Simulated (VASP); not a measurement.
SiC:

```
C Si
1.0
     0.00000    2.25261    2.25261
     2.25261    0.00000    2.25261
     2.25261    2.25261    0.00000
C Si
1 1
Direct
  0.75000 0.75000 0.75000
  0.50000 0.50000 0.50000
```

The cell was built by a generator and isn't the measured one.

```yaml
Program: VASP 6.6.1
Task: relaxation of cell and atoms
Functional: PBEsol
Potentials_or_basis: VASP PAW PBE potentials, release 64 (C, Si)
Cutoff: 600 eV
k_mesh: 3 × 3 × 3
Occupations: gaussian, width 0.02 eV
Spin: no spin polarisation
```

At the start: pressure -17.0 GPa; volume 11.43 Å³/atom.

**Question.** How do energy, volume and symmetry change on relaxing?

**Answer.** Over 6 steps the energy falls by 57.8 meV/atom and the volume is 10.42 Å³/atom (-8.8 %); space group F-43m (No. 216, to 0.05 Å).

The path:
| step | energy change (eV) | largest force (eV/Å) | pressure (GPa) | volume (Å³) |
| --- | --- | --- | --- | --- |
| 1 | 0.0000 | 0.0000 | -16.96 | 22.86 |
| 2 | 0.0010 | 0.0000 | 22.85 | 19.09 |
| 3 | -0.1155 | 0.0000 | -0.29 | 20.87 |
| 4 | -0.1155 | 0.0000 | 0.11 | 20.83 |
| 5 | -0.1155 | 0.0000 | -0.10 | 20.85 |
| 6 | -0.1155 | 0.0000 | -0.02 | 20.84 |

Final structure:
```xyz
2
Lattice="0.0000 2.1842 2.1842 2.1842 0.0000 2.1842 2.1842 2.1842 0.0000" Properties=species:S:1:pos:R:3 pbc="T T T"
C     3.2762    3.2762    3.2762
Si    2.1842    2.1842    2.1842
```

Caveat: the k mesh is coarse (spacing up to 0.81 Å⁻¹), so the values aren't converged; the PAW data sets were made with another functional, which shifts forces and pressure a little.
